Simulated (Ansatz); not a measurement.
# P: the cost of one run

Method: DFT PBE, scalar-relativistic, plane waves, PAW, in Ansatz 0.2.0.

## 1. The system as given

The structure is trigonal, space group R-3m (No. 166). Conventional cell: a = 3.579 Å, b = 3.579 Å, c = 25.943 Å, α = 90.00°, β = 90.00°, γ = 120.00°. Around P (site symmetry -3m) lie 12 P at 3.55 to 3.58 Å. P (site symmetry 3m) has 12 P at 3.55 to 3.58 Å as nearest neighbours.

Structure file:

```
P
1.0
     1.78931    1.03306    8.64761
    -1.78931    1.03306    8.64761
     0.00000   -2.06611    8.64761
P
3
Direct
  0.00000 0.00000 0.00000
  0.22222 0.22222 0.22222
  0.77778 0.77778 0.77778
```

This is candidate A: samarium (9R) type (R-3m, No. 166).

(A quick probe on a coarse mesh, which set the mesh and smearing, is not shown.)

## 3. Coarse relaxation (candidate A)

Contents of input.yaml:

```yaml
crystal:
  lattice:
    - [1.7893062867, 1.0330564662, 8.6476050088]
    - [-1.7893062867, 1.0330564662, 8.6476050088]
    - [0.0, -2.0661129326, 8.6476050088]
  atoms:
    - { symbol: P, position: [0.0, 0.0, 0.0] }
    - { symbol: P, position: [0.22222, 0.22222, 0.22222] }
    - { symbol: P, position: [0.77778, 0.77778, 0.77778] }
basis:
  ecutwfc: 420
kpoints:
  mp_grid: { grid: [6, 6, 6] }
hamiltonian:
  xc: pbe
scf:
  occupations: { method: gaussian, width: 0.1 }
  lower_state_search: "off"
output:
  forces: true
  stress: true
  eigenvalues: true
relax:
  adjacent_minimum: "off"
  f_tol: 0.04
  max_steps: 70
  cell: { stress_tol: 0.4 }
```

What time and memory should one allow on 1 thread of an Arm CPU, shared host?

About 21 s, with a peak of 0.33 GiB.
